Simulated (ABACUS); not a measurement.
Input of an ABACUS 3.10.1 run:

File run_abacus.py:

```python
"""Relaxation by an ASE optimiser with ABACUS as a small file-based calculator."""
import re
import subprocess
import spglib
from ase import Atoms
import numpy as np
from ase.calculators.calculator import Calculator, all_changes
from ase.filters import FrechetCellFilter
from ase.io import read
from ase.optimize import LBFGS
from ase.stress import full_3x3_to_voigt_6_stress
from ase.units import Bohr, GPa

atoms = read("BN.cif")
cell, frac, numbers = spglib.standardize_cell((atoms.cell[:], atoms.get_scaled_positions(), atoms.numbers), to_primitive=True, symprec=1e-4)
atoms = Atoms(numbers=numbers, cell=cell, scaled_positions=frac, pbc=True)  # the primitive cell
atoms = atoms[(-atoms.numbers).argsort(kind="stable")]  # ABACUS lists atoms element by element
pseudo = {'N': 'N_ONCV_PBE-1.2.upf', 'B': 'B_ONCV_PBE-1.2.upf'}
orbital = {'N': 'N_confined-atom_6au_2s2p1d.orb', 'B': 'B_confined-atom_7au_2s2p1d.orb'}
magmoms = None
kmesh = [9, 9, 9]
params = {
    'suffix': 'BN',
    'calculation': 'scf',
    'basis_type': 'lcao',
    'pseudo_dir': './',
    'orbital_dir': './',
    'symmetry': 1,
    'dft_functional': 'MGGA_X_R2SCAN+MGGA_C_R2SCAN',
    'ecutwfc': 100,
    'pseudo_rcut': 10,
    'nspin': 1,
    'nbands': 8,
    'ks_solver': 'genelpa',
    'smearing_method': 'fd',
    'smearing_sigma': 0.00367493,
    'scf_thr': 1e-07,
    'scf_nmax': 100,
    'mixing_type': 'broyden',
    'mixing_beta': 0.7,
    'cal_force': 1,
    'cal_stress': 1,
    'mixing_tau': 1,
    'out_mul': 1,
}

def write_input(atoms):
    symbols = atoms.get_chemical_symbols()
    elements = list(dict.fromkeys(symbols))
    lines = ["ATOMIC_SPECIES"] + [f"{e} {atoms.get_masses()[symbols.index(e)]:.4f} {pseudo[e]}" for e in elements]
    if orbital:
        lines += ["", "NUMERICAL_ORBITAL"] + [orbital[e] for e in elements]
    lines += ["", "LATTICE_CONSTANT", f"{1 / Bohr:.10f}", "", "LATTICE_VECTORS"]
    lines += [" ".join(f"{x:.10f}" for x in v) for v in atoms.cell]
    lines += ["", "ATOMIC_POSITIONS", "Direct"]
    for e in elements:
        lines += ["", e, "0.0", str(symbols.count(e))]
        for i, p in enumerate(atoms.get_scaled_positions(wrap=False)):
            if symbols[i] == e:
                mag = "" if magmoms is None else " mag " + " ".join(str(x) for x in (magmoms[i] if isinstance(magmoms[i], list) else [magmoms[i]]))
                lines.append(" ".join(f"{x:.10f}" for x in p) + " 1 1 1" + mag)
    open("STRU", "w").write("\n".join(lines) + "\n")
    open("KPT", "w").write("K_POINTS\n0\nGamma\n%d %d %d 0 0 0\n" % tuple(kmesh))
    open("INPUT", "w").write("INPUT_PARAMETERS\n" + "".join(f"{k:<20s}{v}\n" for k, v in params.items()))

class Abacus(Calculator):
    implemented_properties = ["energy", "free_energy", "forces", "stress"]

    def calculate(self, atoms=None, properties=("energy",), system_changes=all_changes):
        super().calculate(atoms, properties, system_changes)
        write_input(self.atoms)
        subprocess.run(['mpirun', '-np', '4', 'abacus'], check=True)
        log = open("OUT.BN/running_scf.log").read()
        if "charge density convergence is achieved" not in log:
            raise RuntimeError("SCF not converged")
        rows = lambda title, n: np.array([l.split()[-3:] for l in log.split(title)[-1].split("\n")[2:2 + n]], float)
        energy = float(re.findall(r"FINAL_ETOT_IS (\S+)", log)[-1])
        stress = -rows("TOTAL-STRESS", 3) / 10 * GPa  # ABACUS prints kbar, compression positive
        self.results = dict(energy=energy, free_energy=energy, forces=rows("TOTAL-FORCE", len(self.atoms)), stress=full_3x3_to_voigt_6_stress(stress))

atoms.calc = Abacus()
opt = LBFGS(FrechetCellFilter(atoms), logfile="opt.log", trajectory="relax.traj")
print("optimiser converged:", opt.run(fmax=0.01, steps=60))
```

BN.cif

```cif
data_BN
_cell_length_a 2.50224357
_cell_length_b 2.50224357
_cell_length_c 10.11880321
_cell_angle_alpha 90.00000000
_cell_angle_beta 90.00000000
_cell_angle_gamma 120.00000000
_space_group_name_H-M_alt 'R3m'
_space_group_name_Hall 'R 3 -2"'
_space_group_IT_number 160
loop_
_space_group_symop_operation_xyz
'x,y,z'
'-y,x-y,z'
'-x+y,-x,z'
'-y,-x,z'
'-x+y,y,z'
'x,x-y,z'
'x+2/3,y+1/3,z+1/3'
'-y+2/3,x-y+1/3,z+1/3'
'-x+y+2/3,-x+1/3,z+1/3'
'-y+2/3,-x+1/3,z+1/3'
'-x+y+2/3,y+1/3,z+1/3'
'x+2/3,x-y+1/3,z+1/3'
'x+1/3,y+2/3,z+2/3'
'-y+1/3,x-y+2/3,z+2/3'
'-x+y+1/3,-x+2/3,z+2/3'
'-y+1/3,-x+2/3,z+2/3'
'-x+y+1/3,y+2/3,z+2/3'
'x+1/3,x-y+2/3,z+2/3'
loop_
_atom_site_label
_atom_site_type_symbol
_atom_site_symmetry_multiplicity
_atom_site_Wyckoff_symbol
_atom_site_fract_x
_atom_site_fract_y
_atom_site_fract_z
_atom_site_occupancy
N1 N 3 a 0.6666666667 0.3333333333 0.0005715333 1
B1 B 3 a 0.0000000000 0.0000000000 0.0003288000 1
```

Potentials or basis: SG15 ONCV 1.2 PBE, DZP LCAO (the cutoffs set its grid).

Command:

```bash
$ OMP_NUM_THREADS=1 python run_abacus.py > log
```

(1) Estimate the space group after relaxing (to 0.05 Å).

(2) Estimate the band gap on the k mesh.

Answers

(1) R3m (No. 160).

(2) 4.83 eV, indirect (least direct gap 5.34 eV).

Caveat: the atomic orbitals were generated for these runs and aren't a published set; the potentials were made for another functional, which shifts forces and pressure; an odd mesh through Γ misses points on the zone boundary, where band edges often lie; the basis of atomic orbitals isn't converged, which shifts pressures, moduli and gaps.
